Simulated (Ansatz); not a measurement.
# HgTe (Coloradoite) in Ansatz: the effect of functional

The system is HgTe (Coloradoite).

```
Hg Te
1.0
     0.00000    3.21450    3.21450
     3.21450    0.00000    3.21450
     3.21450    3.21450    0.00000
Hg Te
1 1
Direct
  0.00000 0.00000 0.00000
  0.75000 0.75000 0.75000
```

Alike in all runs:

| Property | Result |
| --- | --- |
| Program | Ansatz 0.2.0 |
| Task | single point |
| Potentials or basis | all-electron PAW datasets made for the crystal |
| k mesh | 6 × 6 × 6 |
| Occupations | fermi-dirac, width 0.05 eV |
| Spin | no spin polarisation |

```csv
functional,cutoff,gap on the mesh (eV),pressure (GPa)
PBEsol,240 eV (chosen from the basis error),?,?
HSE06,290 eV (chosen from the basis error),none,3.0
PBE0,290 eV (chosen from the basis error),0.60,2.9
```

Problem. What does the run with functional PBEsol give?

Solution. gap on the mesh none; pressure 1.8 GPa.

Caveats: the k mesh is thin for a metal, which can move the energy by tens of meV per atom (some runs); the program warned that the printed levels may be off, so bands, gaps and densities of states are rough (some runs); spin-orbit coupling is left out, which moves the levels of the heavy elements (some runs).

A gap of «none» marks a metal or a gap under the smearing width.

The runs don't all hold the same shells in valence.
